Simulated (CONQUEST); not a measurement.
# Nb (P-1) in CONQUEST: convergence with smearing width

Aim: find how far smearing width must go before the results for Nb settle, at PBE. This setting moves, with any that are tied to it; all else stays.

All numbers are computed with CONQUEST 1.3; they aren't measurements. Logs are shortened: lines on timing, memory, paths and dates and some standing lists are left out, and cuts for length are marked.

## Step 1: The cell of the first run

The typed cell holds 2 atoms: a = 3.328 Å, b = 3.328 Å, c = 3.328 Å, α = 90.00°, β = 90.00°, γ = 90.00°.

The cell isn't the ideal one: atoms moved at random.

## Step 2: With smearing width 0.4 eV

Contents of Conquest_input:

```
IO.Title Nb
IO.Coordinates coords.dat
IO.FractionalAtomicCoords T
IO.Iprint 2
IO.Iprint_init 1
General.NumberOfSpecies 1
General.PseudopotentialType hamann
AtomMove.TypeOfRun static
AtomMove.FullStress T
Grid.GridCutoff 120
DM.SolutionMethod diagon
Diag.MPMesh T
Diag.GammaCentred T
Diag.MPMeshX 8
Diag.MPMeshY 8
Diag.MPMeshZ 8
Diag.kT 0.01469973
minE.SCTolerance 1e-6
Diag.SmearingType 1
Diag.MPOrder 1
SC.MaxIters 100
IO.AtomChargeOutput T
%block ChemicalSpeciesLabel
1 92.910 Nb
%endblock
```

Contents of coords.dat:

```
    6.2888195701     0.0000000000     0.0000000000
    0.0000000000     6.2888195701     0.0000000000
    0.0000000000     0.0000000000     6.2888195701
2
  0.0013980000  -0.0099340000  -0.0052460000 1 T T T
  0.5045510000   0.5113540000   0.4951870000 1 T T T
```

Potentials or basis: PseudoDojo NC PBE, SZP, grid cutoff 120 Ha.

The run is started by

```console
$ OMP_NUM_THREADS=1 Conquest
```

Run time: 41 s. Hardware: 1 thread of Intel Xeon Platinum 8488C (Sapphire Rapids), shared host; peak memory 0.38 GiB.

Results:

```
Free energy            : -3388.6624 eV
Pressure               : 2.3 GPa
Largest force          : 0.616 eV/Å
Band gap on the k mesh : none (metal or under the smearing width)
```

## Step 3: With smearing width 0.3 eV

Changes to Conquest_input since step 2:

```diff
@@ -16,3 +16,3 @@
 Diag.MPMeshZ 8
-Diag.kT 0.01469973
+Diag.kT 0.01102480
 minE.SCTolerance 1e-6
```

coords.dat is that of step 2.

Potentials or basis: PseudoDojo NC PBE, SZP, grid cutoff 120 Ha.

The run is started by

```console
$ OMP_NUM_THREADS=1 Conquest
```

It took 41 s on 1 thread of Intel Xeon Platinum 8488C (Sapphire Rapids), shared host; peak memory 0.38 GiB.

Results (log left out):

```
Free energy            : -3388.6588 eV
Pressure               : 2.2 GPa
Largest force          : 0.610 eV/Å
Band gap on the k mesh : none (metal or under the smearing width)
```

## Step 4: With smearing width 0.2 eV

Changes to Conquest_input since step 3:

```diff
@@ -16,3 +16,3 @@
 Diag.MPMeshZ 8
-Diag.kT 0.01102480
+Diag.kT 0.00734986
 minE.SCTolerance 1e-6
```

coords.dat is that of step 3.

The run is started by

```console
$ OMP_NUM_THREADS=1 Conquest
```

Wall time 41 s (1 thread of Intel Xeon Platinum 8488C (Sapphire Rapids), shared host); peak memory 0.38 GiB.

Results (log left out):

```
Free energy            : -3388.6594 eV
Pressure               : 2.0 GPa
Largest force          : 0.611 eV/Å
Band gap on the k mesh : none (metal or under the smearing width)
```

## Step 5: With smearing width 0.1 eV

Changes to Conquest_input since step 4:

```diff
@@ -16,3 +16,3 @@
 Diag.MPMeshZ 8
-Diag.kT 0.00734986
+Diag.kT 0.00367493
 minE.SCTolerance 1e-6
```

coords.dat is that of step 4.

The run is started by

```console
$ OMP_NUM_THREADS=1 Conquest
```

It took 43 s on 1 thread of Intel Xeon Platinum 8488C (Sapphire Rapids), shared host; peak memory 0.38 GiB.

The run converged. Its results:

- Free energy: -3388.6621 eV
- Pressure: 1.8 GPa
- Largest force: 0.620 eV/Å
- Band gap on the k mesh: none (metal or under the smearing width)

## Step 6: With smearing width 0.05 eV

Changes to Conquest_input since step 5:

```diff
@@ -16,3 +16,3 @@
 Diag.MPMeshZ 8
-Diag.kT 0.00367493
+Diag.kT 0.00183747
 minE.SCTolerance 1e-6
```

coords.dat is that of step 5.

Potentials or basis: PseudoDojo NC PBE, SZP, grid cutoff 120 Ha.

The run is started by

```console
$ OMP_NUM_THREADS=1 Conquest
```

Wall time 43 s (1 thread of Intel Xeon Platinum 8488C (Sapphire Rapids), shared host); peak memory 0.38 GiB.

The run converged. Its results:

* Free energy: -3388.6627 eV
* Pressure: 1.7 GPa
* Largest force: 0.611 eV/Å
* Band gap on the k mesh: none (metal or under the smearing width)

## Step 7: With smearing width 0.025 eV

Changes to Conquest_input since step 6:

```diff
@@ -16,3 +16,3 @@
 Diag.MPMeshZ 8
-Diag.kT 0.00183747
+Diag.kT 0.00091873
 minE.SCTolerance 1e-6
```

coords.dat is that of step 6.

The run is started by

```console
$ OMP_NUM_THREADS=1 Conquest
```

Wall time 42 s (1 thread of Intel Xeon Platinum 8488C (Sapphire Rapids), shared host); peak memory 0.38 GiB.

The run converged. Its results:

```yaml
Free_energy: -3388.6628 eV
Pressure: 1.7 GPa
Largest_force: 0.616 eV/Å
Band_gap_on_the_k_mesh: none (metal or under the smearing width)
```

## Step 8: With smearing width 0.01 eV

Changes to Conquest_input since step 7:

```diff
@@ -16,3 +16,3 @@
 Diag.MPMeshZ 8
-Diag.kT 0.00091873
+Diag.kT 0.00036749
 minE.SCTolerance 1e-6
```

coords.dat is that of step 7.

The run is started by

```console
$ OMP_NUM_THREADS=1 Conquest
```

Run time: 52 s. Hardware: 1 thread of Intel Xeon Platinum 8488C (Sapphire Rapids), shared host; peak memory 0.38 GiB.

The run converged. Its results:

* Free energy: -3388.6628 eV
* Pressure: 1.7 GPa
* Largest force: 0.616 eV/Å
* Band gap on the k mesh: none (metal or under the smearing width)

## Step 9: With smearing width 0.005 eV

Changes to Conquest_input since step 8:

```diff
@@ -16,3 +16,3 @@
 Diag.MPMeshZ 8
-Diag.kT 0.00036749
+Diag.kT 0.00018375
 minE.SCTolerance 1e-6
```

coords.dat is that of step 8.

Potentials or basis: PseudoDojo NC PBE, SZP, grid cutoff 120 Ha.

The run is started by

```console
$ OMP_NUM_THREADS=1 Conquest
```

The log of the run:

```text
Simulation cell dimensions:     6.2888 a0 x     6.2888 a0 x     6.2888 a0

      Atomic coordinates (a0)
         Atom         X         Y         Z  Species
            1    0.0088    6.2263    6.2558        1
            2    3.1730    3.2158    3.1141        1

         Monkhorst-Pack mesh:   8 x   8 x   8 gamma-centred
        This calculation includes non-local pseudopotentials,
         with a maximum core radius of      8.30698119

    Job title: Nb
    Job to be run: static calculation

    Ground state search:
      Support functions represented with PAO basis
      1:1 PAO to SF mapping
      Non-spin-polarised electrons
      Solving for the K matrix using diagonalisation
      Using order  1 Methfessel-Paxton smearing

    Integration grid size:     32 x   32 x   32

    Integration grid spacing:  0.197 a0 x 0.197 a0 x 0.197 a0

    Number of species:  1
    --------------------------------------------------------
    |   #  mass (au)  Charge (e)  SF Rad (a0)  NSF  Label  |
    --------------------------------------------------------
    |   1     92.910      13.000        8.647   13  Nb     |
    --------------------------------------------------------
          SCF tolerance:                 0.00000100
          SCF iterations:               100

    The functional used will be GGA PBE96

           radial cut-off to be used is taken to be max PAO cut-off radius for this species:    8.306981

           greatest ang. mom. for making density from PAOs:  2
    Minimum blocs/proc is      512. Maximum blocs/proc is      512
    set_atom_dens: In set_atomic_density, electrons :      26.000000000000
 matrix_size & matrix_size_padH =           26          26

    Screened ion int: energy:     -91.523612276538 Ha

    new_SC_potl: Starting.  Tolerance:  0.10000E-05

    PulayMixSC: Starting Pulay mixing, A_up =  0.500 A_dn =  0.500
    PulayMixSC: Spin non-polarised calculation.
          Harris-Foulkes Energy            :      -124.566422721801672 Ha
          GroundState Energy (kT --> 0)    :      -124.566423240725484 Ha
          Free Energy (E-TS)               :      -124.566423500187398 Ha
          DFT Total Energy                 :      -124.513856718994589 Ha
          Total number of electrons        :        26.000000000000082
    PulayMixSC: Pulay iteration     1 residual:              0.45401E-02
          Harris-Foulkes Energy            :      -124.533672112560879 Ha
          GroundState Energy (kT --> 0)    :      -124.533672587654237 Ha
          Free Energy (E-TS)               :      -124.533672825200924 Ha
          DFT Total Energy                 :      -124.529978963505471 Ha
          Total number of electrons        :        26.000007498749998
    PulayMixSC: Pulay iteration     2 residual:              0.15125E-02
          Harris-Foulkes Energy            :      -124.531061765686218 Ha
          GroundState Energy (kT --> 0)    :      -124.531061969517395 Ha
          Free Energy (E-TS)               :      -124.531062071432984 Ha
          DFT Total Energy                 :      -124.531059190743434 Ha
          Total number of electrons        :        26.000016637518161
    PulayMixSC: Pulay iteration     3 residual:              0.36538E-03
          Harris-Foulkes Energy            :      -124.531061760077975 Ha
          GroundState Energy (kT --> 0)    :      -124.531062057127784 Ha
          Free Energy (E-TS)               :      -124.531062205652674 Ha
          DFT Total Energy                 :      -124.531059208683075 Ha
          Total number of electrons        :        26.000020093598373
    PulayMixSC: Pulay iteration     4 residual:              0.36425E-04
          Harris-Foulkes Energy            :      -124.531060170983991 Ha
          GroundState Energy (kT --> 0)    :      -124.531060436738301 Ha
          Free Energy (E-TS)               :      -124.531060569615462 Ha
          DFT Total Energy                 :      -124.531060122461653 Ha
          Total number of electrons        :        26.000021208583597
    PulayMixSC: Pulay iteration     5 residual:              0.48469E-05
          Harris-Foulkes Energy            :      -124.531059763613825 Ha
          GroundState Energy (kT --> 0)    :      -124.531060025558460 Ha
          Free Energy (E-TS)               :      -124.531060156530785 Ha
          DFT Total Energy                 :      -124.531059612517254 Ha
          Total number of electrons        :        26.000022027550212
    PulayMixSC: Pulay iteration     6 residual:              0.49038E-05
          Harris-Foulkes Energy            :      -124.531060298428201 Ha
          GroundState Energy (kT --> 0)    :      -124.531060558313939 Ha
          Free Energy (E-TS)               :      -124.531060688256801 Ha
          DFT Total Energy                 :      -124.531060289169744 Ha
          Total number of electrons        :        26.000021958429269
    PulayMixSC: Pulay iteration     7 residual:              0.13636E-05
          Harris-Foulkes Energy            :      -124.531059917347221 Ha
          GroundState Energy (kT --> 0)    :      -124.531060177603294 Ha
          Free Energy (E-TS)               :      -124.531060307731323 Ha
          DFT Total Energy                 :      -124.531059917361986 Ha
          Total number of electrons        :        26.000022641783598
    PulayMixSC: Pulay iteration     8 residual:              0.13035E-06
    PulayMixSC: Reached SCF tolerance of  0.13035E-06 after      8 iterations
      | Number of electrons      =        26.000023
      |* band energy as 2Tr[K.H] =       -28.114069367319686 Ha
      |  screened ion-ion energy =       -91.523612276537605 Ha
      |  Ha correction           =         1.475254932040601 Ha
      |  XC correction           =        -6.368632642540555 Ha
      | GS Energy with kT -> 0   =      -124.531060177603294 Ha
      | Free Energy as E-TS      =      -124.531060307731323 Ha
      |* Harris-Foulkes energy   =      -124.531059917347221 Ha
      |* DFT total energy        =      -124.531059917361986 Ha
      |  estimated accuracy      =         0.000000000014765 Ha

    force: Forces on atoms (Ha/a0)
    force:  Atom   X              Y              Z
    force:     1   0.0017808308   0.0118497098   0.0001439993
    force:     2  -0.0016120278  -0.0118152086  -0.0003671135

    force: Maximum force :        0.01184971(Ha/a0) on atom         1 in y direction
    force: Force Residual:        0.01195701 Ha/a0
    force: Total stress:         -1.84347829    -0.08225551     0.00067164 GPa
                            -0.08225542    -1.38241972    -0.01358453
                             0.00067163    -0.01358461    -1.86660776
    force: Average pressure:      1.69750192 GPa

    force: Finished force
    get_E_and_F: Change in energy during last step of electronic optimisation:  0.38108E-06

    BIBLIOGRAPHY: Please consider citing the following references in the conquest.bib file

    CONQUEST:         Bowler2002pt, Miyazaki2004, Nakata2020
    Basis:            Bowler2019
    DM:               Bowler:2006xr
    Pseudopotentials: Hamann2013, Bowler2019
    XC functional:    Perdew1996
```

It took 53 s on 1 thread of Intel Xeon Platinum 8488C (Sapphire Rapids), shared host; peak memory 0.38 GiB.

What came out:

| Item | Value |
| --- | --- |
| Free energy | -3388.6628 eV |
| Pressure | 1.7 GPa |
| Largest force | 0.616 eV/Å |
| Band gap on the k mesh | none (metal or under the smearing width) |

## Step 10: Result

| smearing width | energy less the tightest run (meV/atom) | pressure (GPa) | largest force (eV/Å) | SCF cycles | CPU time (s) | peak memory (GiB) |
| --- | --- | --- | --- | --- | --- | --- |
| 0.4 eV | 0.21 | 2.35 | 0.616 | 7 | 41 | 0.38 |
| 0.3 eV | 2.00 | 2.21 | 0.610 | 7 | 41 | 0.38 |
| 0.2 eV | 1.71 | 2.02 | 0.611 | 7 | 41 | 0.38 |
| 0.1 eV | 0.36 | 1.82 | 0.620 | 7 | 43 | 0.38 |
| 0.05 eV | 0.06 | 1.75 | 0.611 | 7 | 43 | 0.38 |
| 0.025 eV | -0.01 | 1.69 | 0.616 | 7 | 42 | 0.38 |
| 0.01 eV | 0.00 | 1.70 | 0.616 | 8 | 52 | 0.38 |
| 0.005 eV | 0.00 | 1.70 | 0.616 | 8 | 53 | 0.38 |

Against the tightest run, the energy stays within 1 meV/atom from 0.1 eV on; the pressure stays within 0.1 GPa from 0.05 eV on; the largest force stays within 0.005 eV/Å from 0.2 eV on. Narrower smearing needs a denser k mesh, so at a fixed mesh the narrowest width isn't the most accurate. The tightest run that finished is the yardstick and may itself not be fully converged.

Caveats: the atomic basis is small; the basis of atomic orbitals isn't converged, which shifts pressures, moduli and gaps.
